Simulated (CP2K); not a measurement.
Runs of CP2K 2026.2 on CsI. The structure is cubic, space group Pm-3m (No. 221). The conventional cell has a = 4.567 Å, b = 4.567 Å, c = 4.567 Å, α = 90.00°, β = 90.00°, γ = 90.00°. Around Cs (site symmetry m-3m) lie 8 I at 3.95 Å. I (site symmetry m-3m) is surrounded by 8 Cs at 3.95 Å. 

```tsv
level	cutoff of the non-local correlation (Ry)	gap on the mesh (eV)	pressure (GPa)
optB88-vdW	300	(c)	0.2
PBEsol	-	3.65	-0.1
TASK	-	6.19	5.7
LDA	-	(b)	(a)
WC	-	3.68	-0.1
PBE	-	3.88	1.1
rev-vdW-DF2	300	3.76	0.2
```

Alike in all rows: task band structure; potentials or basis POTENTIAL_UZH Cs GTH-PBE-q9, I GTH-PBE-q7; TZVP-MOLOPT-PBE-GTH basis; no spin polarisation; cell as given; k mesh 6 × 6 × 6; smearing fermi-dirac 0.05 eV.

Q: Fill in the values left out.

A: (a) -0.9; (b) 3.45; (c) 3.87.

Caveats: spin-orbit coupling is left out, which moves the levels of the heavy elements; the basis of atomic orbitals isn't converged, which shifts pressures, moduli and gaps; the potentials were made for another functional, which shifts forces and pressure (some runs).

A k mesh can miss the band edges, and the runs leave out spin-orbit coupling on Cs, I.
